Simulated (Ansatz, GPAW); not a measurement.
Given: the input of a run of Ansatz 0.2.0 on CoO. Measurements of this composition are mostly on another form, of space group No. 225.

input.yaml

```yaml
crystal:
  lattice:
    - [1.6022198417, 0.9250420569, 2.5664708903]
    - [-1.6022198417, 0.9250420569, 2.5664708903]
    - [0.0, -1.8500841138, 2.5664708903]
  atoms:
    - { symbol: Co, position: [0.99897832, 0.99897832, 0.99897832], spin: 2.0 }
    - { symbol: O, position: [0.75102103, 0.75102103, 0.75102103] }
hamiltonian:
  xc: lda
  pseudopotentials: { kind: paw }
magnetization:
  spin_polarized: true
kpoints:
  mp_grid: { grid: [10, 10, 10] }
scf:
  occupations: { method: gaussian, width: 0.1 }
output:
  forces: true
  stress: true
  eigenvalues: true
```

Potentials or basis: Ansatz PAW.

Launch:

```bash
$ ansatz run input.yaml --threads 1 --pin off --max-ram 3584MiB --backend cpu --events-out ev --progress --plain --runs-dir out
```

Task: Translate it to GPAW 26.7.0 (ASE script). Potentials or basis there: the program's PAW data sets (release 1.2.1) made for this functional, cutoff 800 eV.

Result: As run (cutoffs and basis follow the program's own potentials, and thresholds, step limits or extra output files can differ):

run.py

```python
from ase.dft.bandgap import bandgap
from ase.io import read, write
from ase.units import GPa
from gpaw import GPAW, PW

atoms = read('CoO.xyz')
atoms.set_initial_magnetic_moments([2.0, 0.0])

calc = GPAW(mode=PW(800),
            xc='LDA',
            kpts={'size': (10, 10, 10), 'gamma': True},
            occupations={'name': 'methfessel-paxton', 'order': 0, 'width': 0.1},
            nbands=17,
            convergence={'density': 1e-05, 'energy': 1e-05},
            maxiter=150,
            txt='gpaw.txt')
atoms.calc = calc
energy = atoms.get_potential_energy()
forces = atoms.get_forces()
stress = atoms.get_stress()
calc.write('gs.gpw')
write('result.traj', atoms)
print(f'Energy: {energy:.6f} eV')
print('Forces (eV/A):')
print(forces.round(4))
print('Stress (GPa):', (stress / GPa).round(3))
print('Moments:', calc.get_magnetic_moments().round(3))
print('Fermi level:', round(calc.get_fermi_level(), 4), 'eV')
print(f'Gap: {bandgap(calc)[0]:.4f} eV, direct: {bandgap(calc, direct=True)[0]:.4f} eV')
```

File CoO.xyz:

```xyz
2
Lattice="1.6022198417 0.9250420569 2.5664708903 -1.6022198417 0.9250420569 2.5664708903 0.0000000000 -1.8500841138 2.5664708903" Properties=species:S:1:pos:R:3 pbc="T T T"
Co     0.0000000000      0.0000000000      7.6915463350
O      0.0000000000      0.0000000000      5.7824208345
```

Potentials or basis: the program's PAW data sets (release 1.2.1) made for this functional, pw.

Command:

```bash
$ OMP_NUM_THREADS=1 python run.py
```

Both were run:

|  | Ansatz | GPAW |
| --- | --- | --- |
| Pressure | -15.8 GPa | -15.2 GPa |
| Largest force | 0.188 eV/Å | 0.210 eV/Å |
| Net moment | 2.64 μB per cell | 2.61 μB per cell |

Ansatz's pressure holds a Pulay term of +0.87 GPa for its cutoff of 420 eV, which the other run lacks.

The potentials hold 23 and 15 valence electrons a cell.

Ansatz's potentials were made for PBE.

Where Ansatz's input types no cutoff or centring, it takes its own default and a Γ-centred mesh.

The two programs' LDA may be different fits to the electron gas.

The magnetic state is the one that the start led to; the real crystal's order can differ.

The cell lies far from this level's equilibrium.

Pressure is positive in compression.
